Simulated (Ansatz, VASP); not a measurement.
CdS (Greenockite) in VASP and in Ansatz

Contents of INCAR:

```
  PREC = Accurate
  ENCUT = 600
  EDIFF = 1E-6
  ISMEAR = 0
  SIGMA = 0.02
  LREAL = False
  LASPH = True
  NELM = 100
  ALGO = Normal
  ISIF = 3
  LWAVE = False
  LCHARG = False
  GGA = PS
  IBRION = 2
  NSW = 70
  EDIFFG = -0.005
```

File KPOINTS:

```
Automatic mesh
0
Gamma
  9 9 4
```

The input POSCAR:

```
CdS
1.0
    4.1965610361      0.0000000000      0.0000000000
   -2.0982805180      3.6343284658      0.0000000000
    0.0000000000      0.0000000000      6.8288413438
Cd S
2 2
Direct
    0.3333333333      0.6666666667     -0.0007922000
    0.6666666667      0.3333333333      0.4992078000
    0.3333333333      0.6666666667      0.3757922000
    0.6666666667      0.3333333333      0.8757922000
```

Input for Ansatz:

```yaml
crystal:
  lattice:
    - [4.1965610361, 0.0, 0.0]
    - [-2.098280518, 3.6343284658, 0.0]
    - [0.0, 0.0, 6.8288413438]
  atoms:
    - { symbol: Cd, position: [0.3333333333, 0.6666666667, -0.0007922] }
    - { symbol: Cd, position: [0.6666666667, 0.3333333333, 0.4992078] }
    - { symbol: S, position: [0.3333333333, 0.6666666667, 0.3757922] }
    - { symbol: S, position: [0.6666666667, 0.3333333333, 0.8757922] }
basis:
  ecutwfc: 420
kpoints:
  mp_grid: { grid: [9, 9, 4] }
hamiltonian:
  xc: pbesol
scf:
  occupations: { method: gaussian, width: 0.02 }
output:
  forces: true
  stress: true
  eigenvalues: true
  write_density: true
  write_potential: true
  elf: true
  volumetric_format: npy
relax:
  adjacent_minimum: "off"
  f_tol: 0.005
  max_steps: 50
  cell: { stress_tol: 0.05 }
```

Alike in both runs: task relaxation of cell and atoms; functional PBEsol; k mesh 9 × 9 × 4; occupations gaussian, width 0.02 eV; no spin polarisation.

```csv
,VASP,Ansatz
version,VASP 6.6.1,Ansatz 0.2.0
potentials or method,"VASP PAW PBE potentials, release 64 (Cd, S)","scalar-relativistic, plane waves, PAW"
plane-wave cutoff (eV),600,420
valence electrons in the cell,36,52
```

```csv
,VASP,Ansatz,Ansatz less VASP
"gap on the k mesh at the Fermi level, each at its own relaxed structure (eV)",1.08,1.09,+0.008
relaxed volume (Å³/atom),24.85,24.72,-0.138
relaxed cell length with the largest relative difference (Å),6.724,6.710,-0.0140
energy change over the relaxation (meV/atom),-10,-12,-2.5
```

The two sets of potentials don't hold the same shells in valence.

Caveats: the PAW data sets were made with another functional, which shifts forces and pressure a little (VASP). Expect the measured gap to be larger: semilocal functionals such as PBEsol lack the derivative discontinuity.
